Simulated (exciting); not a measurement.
# Cd (P6_3/mmc) in exciting: reference runs

How does Cd come out in PBEsol? The cell is run as given.

Program: exciting (release sodium). These are calculated values, not measurements. Logs are shortened: lines on timing, memory, paths and dates and some standing lists are left out, and cuts for length are marked.

### Step 1. Starting point

It takes space group P6_3/mmc (No. 194, hexagonal). Conventional cell: a = 2.979 Å, b = 2.979 Å, c = 5.618 Å, α = 90.00°, β = 90.00°, γ = 120.00°. Cd (site symmetry -6m2) has 12 Cd at 2.98 to 3.29 Å as nearest neighbours.

### Step 2. Single point, PBEsol

Contents of input.xml:

```xml
<input>
  <title>Cd</title>
  <structure speciespath="./" tshift="false">
    <crystal scale="1">
      <basevect>5.629248460864 0.000000000000 0.000000000000</basevect>
      <basevect>-2.814624230432 4.875072171377 0.000000000000</basevect>
      <basevect>0.000000000000 0.000000000000 10.615819964004</basevect>
    </crystal>
    <species speciesfile="Cd.xml" rmt="2.3">
      <atom coord="0.666666666700 0.333333333300 0.750000000000"/>
      <atom coord="0.333333333300 0.666666666700 0.250000000000"/>
    </species>
  </structure>
  <groundstate do="fromscratch" ngridk="10 10 5" rgkmax="9" gmaxvr="14" lmaxapw="10" lmaxmat="10" lmaxvr="8" xctype="GGA_PBE_SOL" stype="Fermi Dirac" swidth="0.00183747" nempty="10" ValenceRelativity="iora*" epsengy="1e-05" epspot="1e-05" maxscl="60" tforce="true" outputlevel="normal"/>
</input>
```

Potentials or basis: all-electron LAPW+lo, shipped species files, valence relativity iora*.

Started as:

```
$ OMP_NUM_THREADS=1 exciting_smp
```

INFO.OUT:

```text
================================================================================
EXCITING SODIUM started
[... 10 lines left out ...]

 Lattice vectors (cartesian) :
      5.6292484609      0.0000000000      0.0000000000
     -2.8146242304      4.8750721714      0.0000000000
      0.0000000000      0.0000000000     10.6158199640

 Reciprocal lattice vectors (cartesian) :
      1.1161677000      0.6444197220     -0.0000000000
      0.0000000000      1.2888394441      0.0000000000
      0.0000000000     -0.0000000000      0.5918699948

 Unit cell volume                           :     291.3298678374
 Brillouin zone volume                      :       0.8514410667

 Species :    1 (Cd)
     parameters loaded from                 :    Cd.xml
     name                                   :    cadmium
     nuclear charge                         :     -48.00000000
     electronic charge                      :      48.00000000
     atomic mass                            :  204912.71750000
     muffin-tin radius                      :       2.30000000
     # of radial points in muffin-tin       :     400

     atomic positions (lattice) :
       1 :   0.66666667  0.33333333  0.75000000
       2 :   0.33333333  0.66666667  0.25000000

 Total number of atoms per unit cell        :       2

 Spin treatment                             :    spin-unpolarised

 Number of Bravais lattice symmetries       :      24
 Number of crystal symmetries               :      12

 k-point grid                               :      10   10    5
 Total number of k-points                   :      58
 k-point set is reduced with crystal symmetries

 R^MT_min * |G+k|_max (rgkmax)              :       9.00000000
 Species with R^MT_min                      :       1 (Cd)
 Maximum |G+k| for APW functions            :       3.91304348
 Maximum |G| for potential and density      :      14.00000000

 G-vector grid sizes                        :      27    27    48
 Total number of G-vectors                  :   13547

 Maximum angular momentum used for
     APW functions                          :      10
     computing H and O matrix elements      :      10
     potential and density                  :       8
     inner part of muffin-tin               :       2

 Total nuclear charge                       :     -96.00000000
 Total electronic charge                    :      96.00000000
 Total core charge                          :      60.00000000
 Total valence charge                       :      36.00000000

 Number of empty states                     :      10
 Total number of valence states             :      29

 Maximum Hamiltonian size                   :     337
 Maximum number of plane-waves              :     313
 Total number of local-orbitals             :      24

 Exchange-correlation type                  :      22
     PBEsol, Phys. Rev. Lett. 100, 136406 (2008)
     Generalised gradient approximation (GGA)

[... 20 lines left out ...]
+ SCF iteration number :    1                                                  +
++++++++++++++++++++++++++++++++++++++++++++++++++++++++++++++++++++++++++++++++
 Total energy                               :    -11176.78456324
 _______________________________________________________________
 Fermi energy                               :         0.27434920
 Kinetic energy                             :     11734.39718347
 Coulomb energy                             :    -22607.15956579
 Exchange energy                            :      -298.19691051
 Correlation energy                         :        -5.82527041

 DOS at Fermi energy (states/Ha/cell)       :         7.74271497

 Electron charges :
     core                                   :        60.00000000
     core leakage                           :         0.00245114
     valence                                :        36.00000000
     interstitial                           :         4.14306593
     charge in muffin-tin spheres :
                  atom     1    Cd          :        45.92846703
                  atom     2    Cd          :        45.92846703
     total charge in muffin-tins            :        91.85693407
     total charge                           :        96.00000000
[... 333 lines left out ...]
 Electron charges :
     core                                   :        60.00000000
     core leakage                           :         0.00237385
     valence                                :        36.00000000
     interstitial                           :         4.03966483
     charge in muffin-tin spheres :
                  atom     1    Cd          :        45.98016758
                  atom     2    Cd          :        45.98016758
     total charge in muffin-tins            :        91.96033517
     total charge                           :        96.00000000

 RMS change in effective potential (target) :  0.468749E-09  ( 0.100000E-04)
 Absolute change in total energy   (target) :  0.385407E-07  ( 0.100000E-04)
 Charge distance                   (target) :  0.223376E-09  ( 0.100000E-04)
 Abs. change in max-nonIBS-force   (target) :  0.303321E-08  ( 0.500000E-04)

++++++++++++++++++++++++++++++++++++++++++++++++++++++++++++++++++++++++++++++++
| Convergency criteria checked for the last 2 iterations                       +
| Convergence targets achieved. Performing final SCF iteration                 +
++++++++++++++++++++++++++++++++++++++++++++++++++++++++++++++++++++++++++++++++
 Total energy                               :    -11186.86947899
 _______________________________________________________________
 Fermi energy                               :         0.25657412
 Kinetic energy                             :     11727.77310536
 Coulomb energy                             :    -22610.39197283
 Exchange energy                            :      -298.42244832
 Correlation energy                         :        -5.82816320

 DOS at Fermi energy (states/Ha/cell)       :         6.86913726

 Electron charges :
     core                                   :        60.00000000
     core leakage                           :         0.00237385
     valence                                :        36.00000000
     interstitial                           :         4.03966483
     charge in muffin-tin spheres :
                  atom     1    Cd          :        45.98016758
                  atom     2    Cd          :        45.98016758
     total charge in muffin-tins            :        91.96033517
     total charge                           :        96.00000000

++++++++++++++++++++++++++++++++++++++++++++++++++++++++++++++++++++++++++++++++
+ Self-consistent loop stopped                                                 +
++++++++++++++++++++++++++++++++++++++++++++++++++++++++++++++++++++++++++++++++
 STATE.OUT is written

--------------------------------------------------------------------------------
- Writing atomic positions and forces                                          -
--------------------------------------------------------------------------------

 Atomic positions (lattice) :
 atom     1  Cd  :     0.66666667    0.33333333    0.75000000
 atom     2  Cd  :     0.33333333    0.66666667    0.25000000

 Total atomic forces including IBS (cartesian) :
 atom     1  Cd  :    -0.00000000   -0.00000000    0.00000025
 atom     2  Cd  :     0.00000000    0.00000000   -0.00000025

 Atomic force components including IBS (cartesian) :
 atom     1  Cd  :    -0.00000000   -0.00000000    0.00000089   HF force
                 :    -0.00000000    0.00000000   -0.00000053   core correction
                 :    -0.00000000    0.00000000   -0.00000011   IBS correction
 atom     2  Cd  :     0.00000000    0.00000000   -0.00000089   HF force
                 :     0.00000000   -0.00000000    0.00000053   core correction
                 :     0.00000000   -0.00000000    0.00000011   IBS correction

********************************************************************************
[... 7 lines left out ...]
| EXCITING SODIUM stopped                                                      =
================================================================================
```

EVALCORE.OUT:

```text
Species :    1 (Cd), atom :    1
 n =  1, l =  0, k =  1 :   -973.3331030
 n =  2, l =  0, k =  1 :   -144.1714346
 n =  2, l =  1, k =  1 :   -134.2118476
 n =  2, l =  1, k =  2 :   -127.1445567
 n =  3, l =  0, k =  1 :   -26.57014511
 n =  3, l =  1, k =  1 :   -22.57880587
 n =  3, l =  1, k =  2 :   -21.31653162
 n =  3, l =  2, k =  2 :   -14.24743767
 n =  3, l =  2, k =  3 :   -13.99080256
 n =  4, l =  0, k =  1 :   -3.522091735

Species :    1 (Cd), atom :    2
 n =  1, l =  0, k =  1 :   -973.3331030
 n =  2, l =  0, k =  1 :   -144.1714346
 n =  2, l =  1, k =  1 :   -134.2118476
 n =  2, l =  1, k =  2 :   -127.1445567
 n =  3, l =  0, k =  1 :   -26.57014511
 n =  3, l =  1, k =  1 :   -22.57880587
 n =  3, l =  1, k =  2 :   -21.31653162
 n =  3, l =  2, k =  2 :   -14.24743767
 n =  3, l =  2, k =  3 :   -13.99080256
 n =  4, l =  0, k =  1 :   -3.522091735
```

WARNINGS.OUT:

```text
Inversion symmetry is present. Consider using input%groundstate%solver%type = "inversionsymmetry"
```

Run time: 97 s. Hardware: 1 thread of Arm Neoverse V2, shared host; peak memory 0.13 GiB.

Results:

| Property | Result |
| --- | --- |
| Free energy | -304410.2285 eV |
| Band gap on the k mesh | none (metal or under the smearing width) |
| All electrons inside the program's atomic spheres | Cd 45.98 (radii Cd 2.3 bohr) |

Levels at points of the mesh, in eV from the Fermi level:
```tsv
k point	band 16	band 17	band 18	band 19	band 20	band 21
(0.00, 0.00, 0.00)	-8.27	-8.27	-2.92	-2.89	10.45	13.88
(0.50, 0.00, 0.00)	-7.98	-2.22	-1.71	2.08	3.13	3.29
```

Caveat: the log's total energy holds no entropy term; the free energy is that total less TS from the occupations.
